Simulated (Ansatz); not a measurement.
**HgSe: frozen-core PAW against all-electron methods**

```
Hg Se
1.0
     0.00000    3.03600    3.03600
     3.03600    0.00000    3.03600
     3.03600    3.03600    0.00000
Hg Se
1 1
Direct
  0.00000 0.00000 0.00000
  0.75000 0.75000 0.75000
```

Atom numbers follow the list: Hg1, Se2.

The cell is COD entry 1538962, as deposited and not checked against the literature; nothing was relaxed.

No spin–orbit coupling, which matters for the heavy atoms here.

Methods: DFT, PBEsol, PAW with Ansatz's default frozen-core files, scalar-relativistic (Ansatz 0.2.0); DFT, PBEsol, all-electron PAW with datasets made for the crystal, scalar-relativistic (Ansatz 0.2.0); DFT, PBEsol, all-electron LAPW, scalar-relativistic (Ansatz 0.2.0).

For PAW: a Γ-centred 9×9×9 k mesh, Fermi–Dirac smearing of 0.02 eV, cutoff 420 eV, no spin polarisation; the PAW files were made with PBE, and the program remakes their frozen cores for this functional. The crystal-made all-electron datasets (AE datasets) take a cutoff of 240 eV at this cell. LAPW targets a basis error of 0.25 meV/atom. The Ansatz runs share mesh, smearing and spin set-up. Plane-wave (PAW) pressures include the program's estimate of the Pulay term.

Stress and pressure are positive in compression.

Levels count from the Fermi level.

```tsv
quantity	PAW	AE datasets	LAPW
pressure (GPa)	1.67	1.68	1.68
highest filled level at U (eV)	-1.932	-1.932	-1.932
lowest empty level at U (eV)	2.860	2.861	2.861
highest filled level at Γ (eV)	-0.014	-0.014	-0.014
lowest empty level at Γ (eV)	5.408	5.408	5.408
highest filled level at X (eV)	-2.361	-2.361	-2.361
lowest empty level at X (eV)	2.721	2.721	2.721
```

PAW's pressure differs from the LAPW value by about 0.01 GPa or less.
